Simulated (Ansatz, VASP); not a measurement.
HfO2 in VASP and in Ansatz

```
CELL_PARAMETERS angstrom
0.00000 2.55750 2.55750
2.55750 0.00000 2.55750
2.55750 2.55750 0.00000
ATOMIC_POSITIONS crystal
Hf 0.00000 0.00000 0.00000
O 0.75000 0.75000 0.75000
O 0.25000 0.25000 0.25000
```

Measurements of this composition are mostly on another form, of space group No. 14.

Alike in both runs: functional B3LYP5; k mesh 5 × 5 × 5; occupations fermi-dirac, width 0.05 eV; no spin polarisation.

|  | VASP | Ansatz |
| --- | --- | --- |
| version | VASP 6.6.1 | Ansatz 0.2.0 |
| potentials or method | VASP PAW PBE potentials, release 64 (Hf_pv, O) | Ansatz PAW |
| plane-wave cutoff (eV) | 520 | 420 |
| valence electrons in the cell | 22 | 38 |
| task | single point | band structure |

Ansatz gave:

```
gap on the k mesh at the Fermi level (eV) : 5.96
least direct gap on the mesh (eV)         : 6.28
pressure (GPa)                            : -2.3
```

**Question.** What did VASP give for the same quantities?

**Answer.** gap on the k mesh at the Fermi level (eV): 5.88; least direct gap on the mesh (eV): 6.24; pressure (GPa): -6.0.

The two sets of potentials don't hold the same shells in valence.

Caveats: the k mesh is coarse (spacing up to 0.43 Å⁻¹), so the values aren't converged, least of all with exact exchange; spin-orbit coupling is left out, which moves the levels of the heavy elements; the PAW data sets were made with another functional, which shifts forces and pressure a little (VASP); an odd mesh through Γ misses points on the zone boundary, where band edges often lie (VASP); the pressure holds a Pulay correction of +0.9 GPa for the finite cutoff (Ansatz); the PAW data sets come from PBE, with cores solved anew for the run's functional, which leaves a small shift of forces and pressure (Ansatz); the thresholds are loose for stress (Ansatz).
